## Where the s band goes in simple cubic molybdenum

The simplest picture of a transition metal lays two bands over each other: a broad band of nearly free s electrons and a narrow, crowded d band. The s density of states should then start at the bottom of the valence band and go on rising smoothly through the energies where the d states sit. The calculated densities for molybdenum in a simple cubic cell, from density-functional theory with the PBE functional, look quite different.

Density of states of simple cubic Mo (a = 2.605 Å, cell relaxed beforehand with PAW), projected on Löwdin s and d orbitals, from Ansatz 0.2.0 with all-electron LAPW and PBE, scalar-relativistic, without spin polarisation. The k mesh is 12 × 12 × 12, with Fermi-Dirac smearing of 0.03 eV. Densities use the tetrahedron method and 0.4 eV windows; energies are from the Fermi energy.

| energy (eV) | s (states/(eV atom)) | d (states/(eV atom)) |
| --- | --- | --- |
| -6.8 | 0.00 | 0.00 |
| -6.4 | 0.00 | 0.00 |
| -6.0 | 0.04 | 0.00 |
| -5.6 | 0.07 | 0.00 |
| -5.2 | 0.10 | 0.04 |
| -4.8 | 0.13 | 0.24 |
| -4.4 | 0.16 | 0.45 |
| -4.0 | 0.20 | 0.86 |
| -3.6 | 0.29 | 1.48 |
| -3.2 | 0.22 | 1.37 |
| -2.8 | 0.08 | 1.25 |
| -2.4 | 0.06 | 1.39 |
| -2.0 | 0.05 | 1.16 |
| -1.6 | 0.08 | 1.44 |
| -1.2 | 0.07 | 1.18 |
| -0.8 | 0.04 | 0.86 |
| -0.4 | 0.03 | 0.63 |
| 0.0 | 0.04 | 1.02 |
| 0.4 | 0.03 | 1.19 |
| 0.8 | 0.05 | 1.22 |
| 1.2 | 0.07 | 1.02 |
| 1.6 | 0.08 | 0.91 |
| 2.0 | 0.16 | 1.47 |
| 2.4 | 0.15 | 1.33 |
| 2.8 | 0.15 | 1.01 |
| 3.2 | 0.15 | 0.82 |
| 3.6 | 0.15 | 0.82 |
| 4.0 | 0.13 | 0.43 |
| 4.4 | 0.12 | 0.19 |
| 4.8 | 0.11 | 0.17 |
| 5.2 | 0.10 | 0.15 |
| 5.6 | 0.09 | 0.10 |

The columns headed s and d give the number of states per electronvolt and atom that have the character of an atomic s or d orbital, with both spins counted. The energy is measured from the Fermi energy, up to which the states are filled. The s density climbs to 0.29 at -3.6 eV and then collapses. From -2.8 to 1.6 eV it never exceeds 0.08, and at 2.0 eV it jumps back to 0.16.

From here on, this stretch is called the hole. Its edges are set midway between the rows where s drops and returns, at -3.0 and 1.8 eV. Each row averages over a window of 0.4 eV, so the edges are known to a few tenths of an electronvolt. Three explanations deserve a hearing: the s shell is full and has come to its end, the dense d states crowd out the s states, or s and d waves mix and push each other apart in energy.

### Has the s shell simply been filled?

The first explanation is tempting because it carries the atomic shell picture over to the metal. An s shell has room for two electrons; it lies low, fills first and ends, and the d shell takes over. The shape of the s column up to -3.0 eV seems to suit this story.

The electron count refutes it. Adding up the s column below the hole, row by row times the spacing of 0.4 eV, gives only 0.48 electrons. Up to the Fermi energy the sum is 0.66, about a third of what the shell can hold. Almost as much s character, 0.62 states per atom, lies above the Fermi energy within the table, most of it beyond the hole.

The bands of the same calculation make the point sharper. The lowest valence band runs from -6.38 to -2.63 eV and holds two electrons, so it looks like the filled s band of the atomic picture. Yet all the s character found up to about that energy, from every band together, amounts to 0.52 electrons. The supposed s band is therefore s-like to about a quarter at most. The division into s and d depends somewhat on the atomic orbitals chosen for the projection, but hardly enough to turn a quarter into a whole.

### Do the d states crowd out the s states?

The second explanation treats each energy as a room with limited space: where many d states gather, few s states fit. If so, s should be low in the rows where d is high, and it should recover where d thins out.

The table shows neither. The highest d density, 1.48, occurs at -3.6 eV, in the very row where s also peaks. At -0.4 eV the d density dips to 0.63, the lowest value inside the hole, and s stays at 0.03. Across the d band, from -4.4 to 4.0 eV, the two columns are almost uncorrelated, with a coefficient of 0.11 where crowding would call for a clearly negative one.

What matters is thus not how many d states share an energy with s, but where that energy lies within the d band. The s density is small throughout the middle of the band and larger towards its lower and upper parts. A local competition for space has no reason to produce this pattern.

### Mixing pushes s character out of the middle

An s orbital is round, while some d orbitals have lobes that point along the cube axes, straight at the six nearest neighbours. An electron wave made of s orbitals therefore overlaps with a wave made of these d orbitals on the neighbouring atoms. Where the two would have similar energies, they combine. The combination in which they reinforce each other between the atoms moves down, and the one in which they cancel moves up.

The push is strongest where the s wave would have met the d level. States rich in s are therefore driven away from the middle of the d band, some below it and some above. Many d states remain in the middle all the same, because three of the five d orbitals have lobes that point between the cube axes and, by symmetry, do not couple to s orbitals on the nearest neighbours. This would account for a hole in the s column at energies where the d column stays well filled, although the table does not tell the five d orbitals apart.

Free electrons supply a yardstick for what s would do without mixing. With $\Omega$ the volume per atom, $m$ the electron mass and $E_0=-6.38$ eV the calculated bottom of the valence band, their density of states is

$$D(E)=\frac{\Omega}{2\pi^2}\left(\frac{2m}{\hbar^2}\right)^{3/2}\sqrt{E-E_0}\approx 0.12\,\sqrt{E-E_0},$$

in states per electronvolt and atom, with $E-E_0$ in electronvolts. This curve has no hole. Summed over the rows below the hole, the s column comes to 98 % of it, although s falls short near the bottom and exceeds the curve around the peak. In the hole the proportion drops to 20 %, and above the hole it recovers to 34 %.

The recovery is the telling part. Free-electron waves contain all angular momenta, and their s share shrinks as they become faster and p character takes over. That alone could make s fall ever further behind the yardstick, but it could not bring s back. Nor does the lattice by itself dig a hole: s orbitals on a simple cubic lattice, coupled only to their nearest neighbours, form a band whose density is broad and nearly flat in the middle.

### A two-level estimate of the hole

The picture can be reduced to one s level at energy $e$, one d level at $\varepsilon_d$ and a coupling $V$ between them. The mixed energies $E$ obey

$$(E-e)(E-\varepsilon_d)=V^2,\qquad\text{so}\qquad e=E-\frac{V^2}{E-\varepsilon_d}.$$

A whole band of s levels now takes the place of the single one. At a given $E$ there is s character only if the corresponding $e$ lies inside the original, unmixed s band. Close to $\varepsilon_d$ the last term becomes so large that $e$ falls outside it, and this is the hole. Its upper edge belongs to the bottom of the unmixed band and its lower edge to the top.

Three inputs are needed besides the edge that fixes $V$. The mean energy of the d column, weighted by its density, gives $\varepsilon_d=-0.29$ eV. The bottom of the mixed band is $E_0=-6.38$ eV. For the width of the unmixed s band, the model takes that of a free-electron band with room for two electrons per atom:

$$W=\frac{\hbar^2}{2m}\left(\frac{6\pi^2}{\Omega}\right)^{2/3}=8.53\ \text{eV}.$$

The upper edge, 1.8 eV, is used to fix the coupling. Both this edge and $E_0$ correspond to the bottom $b$ of the unmixed band, which leads to

$$V^2=(1.8+0.29)(-0.29+6.38)=12.7\ \text{eV}^2,$$

$$b=-6.38+\frac{12.7}{6.09}=-4.29\ \text{eV}.$$

The top of the unmixed band then lies at $-4.29+8.53=4.24$ eV. Mixing this top level with the d level gives the lower edge of the hole:

$$E=\frac{4.24-0.29}{2}-\sqrt{\left(\frac{4.24+0.29}{2}\right)^2+12.7}\approx-2.2\ \text{eV}.$$

The table puts this edge at -3.0 eV, and that value did not enter the estimate. The model thus places it about 0.8 eV too high and makes the hole 4.0 eV wide instead of 4.8 eV, one sixth too narrow. For a single flat d level this is a fair result. It shows that a coupling of a few electronvolts can open a hole of about the right size. The agreement leans on the assumed width $W$, however: a wider s band would move the lower edge up, further from the table. The real band may well be wider, since the table holds only 1.28 of the two s states per atom.

The model fails in more telling ways too. It leaves no s character at all in the hole, whereas the table keeps between 0.03 and 0.08. One likely reason is that the real coupling depends on the direction of the wave. For a wave along the body diagonal of the cube, the contributions of the three axes cancel, so that s can pass through the d levels that point along the axes. At the centre of the Brillouin zone, where the wave is the same on every atom, symmetry forbids s-d mixing altogether, although the model shifts the band bottom there by about 2 eV and uses this shift to fix the coupling, which is thus good only as an order of magnitude. At this same point the calculation puts the two d levels that point along the axes about 4 eV below the Fermi energy and the other three about 4 eV above it, so the single flat d level of the model is a crude average.

Above the hole, a free-electron-like s band would make the s density grow with energy. In the table it declines instead, from 0.16 at 2.0 eV to 0.09 at 5.6 eV. A growing share of p character in these states is the probable cause, but the estimate contains no p orbitals and cannot test it.

### What the numbers decide

The electron count rules out a filled s shell, and the common peak of s and d rules out crowding. The yardstick shows that a free-electron band passing unmixed through the d band does not describe the s column either. Mixing explains the loss in the middle together with the return above, and with the upper edge of the hole fitted and the width of the s band assumed, the model gives a hole of about the right size. The case for it remains an argument from theory, since a direct test would need the same crystal with the s-d coupling switched off.

For practical purposes, the Fermi energy lies inside the hole, and the states there are far more d-like than s-like: the row at 0.0 eV has 1.02 for d and 0.04 for s. This holds for the simple cubic crystal without spin polarisation. Ordinary molybdenum is body-centred cubic, and its density at the Fermi energy should not be read from this table.

The same reasoning gives a rule for a neighbouring case. The hole belongs to the d band, so what counts is where the Fermi energy falls within that band. If the bands stayed fixed while electrons were added, the d states between the Fermi energy and 1.8 eV would first have to be filled. They hold $0.4\times(0.51+1.19+1.22+1.02+0.91)\approx1.9$ electrons, where 0.51 is the upper half of the row at 0.0 eV. A metal with about two more electrons per atom would thus be the first in which s character returns to the Fermi energy, as far as its bands resemble these. Even there, d would still outweigh s about nine to one.
